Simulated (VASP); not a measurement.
Set up this calculation in VASP 6.6.1, as the native input.

| Item | Value |
| --- | --- |
| Task | single point |
| Functional | PBE |
| Potentials or basis | VASP PAW PBE potentials, release 64 (C, O, H) |
| Cutoff | 520 eV |
| k mesh | 1 × 1 × 1 |
| Occupations | fermi-dirac, width 0.05 eV |
| Spin | no spin polarisation |
| Dipole correction | no |
| Further INCAR settings | LREAL = Auto; ALGO = Fast; EDIFF = 1e-06; NBANDS = 92 |

The structure of H6C5O7 lies in POSCAR:

```
H6C5O7
1.0
    8.6579470000      0.0000000000      0.0000000000
    0.0000000000      8.6579470000      0.0000000000
    0.0000000000      0.0000000000      8.6579470000
C O H
10 14 12
Direct
    0.1387511381      0.1109500901      0.9874049818
    0.0175445749      0.2338660655      0.9900037503
    0.3031319088      0.6042194529      0.7867569529
    0.1844779138      0.6926468827      0.6719144850
    0.6263609606      0.8604349276      0.4086534602
    0.4425414016      0.9379013293      0.9417821569
    0.3790736996      0.4752281343      0.2046097071
    0.2086868862      0.1342119558      0.4630081473
    0.8181500765      0.6902675657     -0.0217488049
    0.7091173000      0.3485237320      0.5182059904
   -0.1218418177      0.1839581601      1.0614872094
    0.0213445520      0.6235658407      0.6627090695
    0.5037106372      0.8177920239      0.3783922447
    0.7665212088      0.8832809903      0.4314186723
    0.4315341732      0.9108394865      0.8071312980
    0.4486629452      0.9501790667      1.0778652260
    0.4910517470      0.4098546688      0.1737016870
    0.2673613040      0.5413061549      0.2391213529
    0.1148771181      0.0416495966      0.4526592736
    0.3020462010      0.2284144267      0.4933271132
    0.7407183250      0.7471517208     -0.1148309178
    0.9046024421      0.6536307048      0.0839806481
    0.7259688700      0.2549103153      0.6182181526
    0.6994267810      0.4247427248      0.4061470924
   -0.1804469351      0.2851368806      1.0775649239
    0.0495036525      0.3396532688      1.0587729401
   -0.0016632118      0.2698561218      0.8709455024
    0.2404380623      0.1651315260      0.9563121604
    0.1256995452      0.0499541057      1.0939544906
    0.1098181821      0.0412222436      0.8932833615
   -0.0218296555      0.6941368433      0.5814426907
    0.1621747049      0.8073969499      0.7106996612
    0.2341548175      0.6958809057      0.5605601420
    0.4270411912      0.6177561494      0.7535504664
    0.2737253993      0.6476939626      0.9040942385
    0.2912699743      0.4770183971      0.7859137969
```

The cell was built by a generator and needn't be a form met in nature.

The input as run:

INCAR

```
SYSTEM = H6C5O7
PREC = Accurate
ENCUT = 520
EDIFF = 1E-6
ISMEAR = -1
SIGMA = 0.05
LREAL = Auto
LASPH = .TRUE.
NELM = 100
ALGO = Fast
ISIF = 2
LWAVE = .FALSE.
LCHARG = .FALSE.
GGA = PE
NBANDS = 92
```

KPOINTS

```
Automatic mesh
0
G
  1 1 1
  0 0 0
```

Potentials or basis: VASP PAW PBE potentials, release 64 (C, O, H).

Launch:

```sh
$ cat potpaw_PBE.64/C/POTCAR potpaw_PBE.64/O/POTCAR potpaw_PBE.64/H/POTCAR > POTCAR
$ mpirun -np 1 vasp_gam > vasp.out
```

It gave:

| Item | Value |
| --- | --- |
| Pressure | -0.1 GPa |
| Largest force | 7.135 eV/Å |
| Band gap on the k mesh | 3.58 eV, direct |

Caveat: the standard files for N, O and F lose accuracy on very short bonds.

It took 86 s on 1 thread of Intel(R) Xeon(R) Platinum 8488C (Sapphire Rapids), with other jobs on the host, peak memory 0.56 GiB.
